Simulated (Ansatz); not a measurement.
# CrO2 in the CdI2-type structure

Level of theory: DFT, PBEsol, scalar-relativistic, collinear spin; plane waves to 420 eV with PAW datasets (Ansatz 0.2.0), Γ-centred 12×12×6 mesh, 0.05 eV Gaussian smearing. The datasets are Ansatz's generated set soft_2.

```cif
data_structure
_symmetry_space_group_name_H-M 'P 1'
_symmetry_Int_Tables_number 1
_cell_length_a 2.8569
_cell_length_b 2.8569
_cell_length_c 4.8712
_cell_angle_alpha 90.000
_cell_angle_beta 90.000
_cell_angle_gamma 120.000
_cell_volume 34.43
loop_
_atom_site_label
_atom_site_type_symbol
_atom_site_fract_x
_atom_site_fract_y
_atom_site_fract_z
_atom_site_occupancy
Cr1 Cr 0.00000 0.00000 0.00000 1
O1 O 0.33333 0.66667 0.19389 1
O2 O 0.66667 0.33333 0.80611 1
```

This is a trial structure; measured cells of the compound in the Crystallography Open Database are in space group P42/mnm.

Magnetic state: ferromagnetic, site spin moments Cr 1.70 μB.

The cell above was scaled in volume, and shape and atoms were relaxed at each volume within its symmetry. Energies are counted from the cell above.

Cell and atoms are those of this level's equilibrium.

```tsv
V (Å³/atom)	ΔE (meV/atom)	P (GPa)	largest moment (μB)
11.02	0.6	0.42	1.70
11.25	0.2	0.19	1.70
11.48	0.0	0.01	1.70
11.71	0.0	-0.05	1.70
11.94	0.1	-0.08	1.70
```

Can a bulk modulus be trusted from these points?

No. The energies are smooth (scatter 0.01 meV/atom), but the fit's B0′ of 56.5 is out of the usual range: the curve is too flat or too lopsided over this range, as for soft or weakly bound crystals, and a third-order form can't fix it.

The fit puts its minimum at 11.56 Å³/atom, 0.7 % over the cell above, so zero pressure fixes the volume only loosely here.

Site moments are of spin, integrated over atomic spheres. The structure is built of weakly bound layers, and this functional has no dispersion term, so their spacing and all that hangs on it (volume, the soft elastic constants, low modes, dielectric constants) are poorly given. Only parallel moments were tried, so the real magnetic order may be another. The run is a metal.
